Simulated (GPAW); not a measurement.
BaS:

```xyz
2
Lattice="0.0000 3.1938 3.1938 3.1938 0.0000 3.1938 3.1938 3.1938 0.0000" Properties=species:S:1:pos:R:3 pbc="T T T"
Ba    0.0000    0.0000    0.0000
S     3.1938    3.1938    3.1938
```

```yaml
Program: GPAW 26.7.0
Task: relaxation of cell and atoms
Functional: BLYP
Dispersion: D4
Potentials_or_basis: PAW data sets generated in the run's folder for this functional
Cutoff: 600 eV
Basis: pw
k_mesh: 7 × 7 × 7
Occupations: fermi-dirac, width 0.05 eV
Spin: no spin polarisation
```

At the start: pressure 1.2 GPa; volume 32.58 Å³/atom.

Problem. How do energy, volume and symmetry change on relaxing?

Solution. Over 3 steps the energy falls by 3.4 meV/atom and the volume is 33.44 Å³/atom (+2.7 %); space group Fm-3m (No. 225, to 0.05 Å).

Step by step:
```csv
step,energy change (eV),largest force (eV/Å),pressure (GPa),volume (Å³)
1,0.0000,0.0000,1.19,65.15
2,-0.0023,0.0000,0.95,65.49
3,-0.0068,0.0000,0.03,66.88
```

Final structure:
```
CELL_PARAMETERS angstrom
0.00001 3.22175 3.22175
3.22175 0.00001 3.22175
3.22175 3.22175 0.00001
ATOMIC_POSITIONS crystal
Ba 0.00000 0.00000 0.00000
S 0.50000 0.50000 0.50000
```

Caveat: later steps reuse the first step's grids.
